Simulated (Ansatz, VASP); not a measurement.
**GaSb: VASP beside Ansatz**

Contents of INCAR:

```
PREC     = Accurate       # precision mode
ENCUT    = 520            # plane-wave cutoff, eV
EDIFF    = 1E-6           # SCF threshold, eV
ISMEAR   = -1             # smearing method
SIGMA    = 0.05           # smearing width, eV
LREAL    = F              # projectors in reciprocal space
LASPH    = T              # aspherical terms in the spheres
NELM     = 100            # most SCF steps
ALGO     = Normal         # electronic algorithm
ISIF     = 2              # what is computed and relaxed
LWAVE    = F              # write WAVECAR
LCHARG   = F              # write CHGCAR
GGA      = B5             # functional
ALDAX    = 1.0          
AGGAX    = 1.0          
AGGAC    = 1.0          
ALDAC    = 0.0          
IVDW     = 13             # dispersion correction
VDW_S6   = 1.0          
VDW_S8   = 2.34076671   
VDW_A1   = 0.44488865   
VDW_A2   = 4.0933009    
NBANDS   = 16             # bands
```

The input KPOINTS:

```
regular mesh
0
Gamma
  8 8 8
```

POSCAR

```
GaSb
1.0
    0.0000000000      3.0590000000      3.0590000000
    3.0590000000      0.0000000000      3.0590000000
    3.0590000000      3.0590000000      0.0000000000
Sb Ga
1 1
Direct
    0.7500000000      0.7500000000      0.7500000000
    0.0000000000      0.0000000000      0.0000000000
```

Contents of input.yaml:

```yaml
crystal:
  lattice:
    - [0.0, 3.059, 3.059]
    - [3.059, 0.0, 3.059]
    - [3.059, 3.059, 0.0]
  atoms:
    - { symbol: Sb, position: [0.75, 0.75, 0.75] }
    - { symbol: Ga, position: [0.0, 0.0, 0.0] }
hamiltonian:
  xc: blyp
  pseudopotentials: { kind: paw }
  dispersion: d4
kpoints:
  mp_grid: { grid: [8, 8, 8] }
scf:
  occupations: { method: fermi_dirac, width: 0.05 }
output:
  forces: true
  stress: true
  eigenvalues: true
  write_density: true
  write_potential: true
  elf: true
  volumetric_format: npy
```

Alike in both runs: task single point; functional BLYP; dispersion D4; k mesh 8 × 8 × 8; occupations fermi-dirac, width 0.05 eV; no spin polarisation.

|  | VASP | Ansatz |
| --- | --- | --- |
| version | VASP 6.6.1 | Ansatz 0.2.0 |
| potentials or method | VASP PAW PBE potentials, release 64 (Sb, Ga_d) | Ansatz PAW |
| plane-wave cutoff (eV) | 520 | 420 |
| valence electrons in the cell | 18 | 28 |

```csv
,VASP,Ansatz,Ansatz less VASP
gap on the k mesh at the Fermi level (eV),none,none,-
pressure (GPa),0.6,0.4,-0.24
dispersion energy (meV/atom),-795.0,-795.2,-0.21
```

A gap of «none» marks a metal or a gap that the smearing closes. The two sets of potentials don't hold the same shells in valence.

Caveats: pairwise dispersion overbinds metals, which lowers pressure and volume; the PAW data sets were made with another functional, which shifts forces and pressure a little (VASP); this crystal is a semiconductor, whose small gap the functional closes, so the metal is an error of the method (VASP); the PAW data sets come from PBE, with cores solved anew for the run's functional, which leaves a small shift of forces and pressure (Ansatz). The runs have no spin-orbit coupling, so splittings on Sb are missing.
